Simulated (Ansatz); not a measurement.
# Ir (Iridium): the cost of one run

Program: Ansatz 0.2.0. Level of theory: DFT PBE+D3(BJ), scalar-relativistic, plane waves, PAW. These are calculated values, not measurements.

The COD entry's cell or inner coordinates are ideal or old and differ from later refinements, so a difference from it is no clean test against experiment.

1 further run of the same task is left out (set aside as unsound or not needed).

## (1) The system as given

Symmetry: Fm-3m, No. 225, cubic system. The conventional cell has a = 3.841 Å, b = 3.841 Å, c = 3.841 Å, α = 90.00°, β = 90.00°, γ = 90.00°. Ir (site symmetry m-3m) has 12 Ir at 2.72 Å as nearest neighbours.

Structure file:

```cif
data_structure
_symmetry_space_group_name_H-M 'P 1'
_symmetry_Int_Tables_number 1
_cell_length_a 2.7157
_cell_length_b 2.7157
_cell_length_c 2.7157
_cell_angle_alpha 60.000
_cell_angle_beta 60.000
_cell_angle_gamma 60.000
_cell_volume 14.16
loop_
_atom_site_label
_atom_site_type_symbol
_atom_site_fract_x
_atom_site_fract_y
_atom_site_fract_z
_atom_site_occupancy
Ir1 Ir 0.00000 0.00000 0.00000 1
```

It is the result of an earlier relaxation at this level (volume 14.16 Å³/atom; gap on the mesh: none (metal)).

## (2) Cutting the slab

Planes are indexed in the bulk's conventional cell (Fm-3m (No. 225)), a = 3.841 Å, b = 3.841 Å, c = 3.841 Å, α = 90.00°, β = 90.00°, γ = 90.00°.

A (210) slab, 6.9 Å thick as cut, with 17 Å of vacuum, in a 2×1 surface cell; its outer planes are Ir (top) and Ir (bottom).

The slab as cut. Its planes from the bottom up:

```
plane  atoms per cell  height over the lowest (Å)
    1             Ir2                        0.00
    2             Ir2                        0.86
    3             Ir2                        1.72
    4             Ir2                        2.58
    5             Ir2                        3.44
    6             Ir2                        4.29
    7             Ir2                        5.15
    8             Ir2                        6.01
    9             Ir2                        6.87
```

## (3) The clean surface, relaxed

Contents of input.yaml:

```yaml
crystal:
  lattice:
    - [7.6810935191, 0.0, 0.0]
    - [-1.9202733798, 4.2938618125, 0.0]
    - [0.0, 0.0, 23.8701789001]
  atoms:
    - { symbol: Ir, position: [0.85, 0.4, 0.3560928486] }
    - { symbol: Ir, position: [0.35, 0.4, 0.3560928486] }
    - { symbol: Ir, position: [0.7, 0.8, 0.3920696364] }
    - { symbol: Ir, position: [0.2, 0.8, 0.3920696364] }
    - { symbol: Ir, position: [0.55, 0.2, 0.4280464243] }
    - { symbol: Ir, position: [0.05, 0.2, 0.4280464243] }
    - { symbol: Ir, position: [0.4, 0.6, 0.4640232121] }
    - { symbol: Ir, position: [0.9, 0.6, 0.4640232121] }
    - { symbol: Ir, position: [0.25, 0.0, 0.5] }
    - { symbol: Ir, position: [0.75, 0.0, 0.5] }
    - { symbol: Ir, position: [0.1, 0.4, 0.5359767879] }
    - { symbol: Ir, position: [0.6, 0.4, 0.5359767879] }
    - { symbol: Ir, position: [0.95, 0.8, 0.5719535757] }
    - { symbol: Ir, position: [0.45, 0.8, 0.5719535757] }
    - { symbol: Ir, position: [0.8, 0.2, 0.6079303636] }
    - { symbol: Ir, position: [0.3, 0.2, 0.6079303636] }
    - { symbol: Ir, position: [0.65, 0.6, 0.6439071514] }
    - { symbol: Ir, position: [0.15, 0.6, 0.6439071514] }
basis:
  ecutwfc: 420
kpoints:
  mp_grid: { grid: [4, 7, 1] }
hamiltonian:
  xc: pbe
  dispersion: d3bj
scf:
  occupations: { method: gaussian, width: 0.1 }
output:
  forces: true
  eigenvalues: true
relax:
  adjacent_minimum: "off"
  f_tol: 0.03
  max_steps: 70
  constraints: [{ sites: [0, 1, 2, 3, 4, 5, 6, 7] }]
efield:
  axis: 3
  dipole_correction: true
```

On the command line:

```
$ ansatz run input.yaml --threads 4 --pin off --max-ram 10240MiB --backend cpu --events-out ev --progress --plain --runs-dir out
```

Q: Estimate wall time and peak memory on 4 threads of Intel Xeon 6975P-C (Granite Rapids), shared host.

About 2.7 min, with a peak of 3.6 GiB.
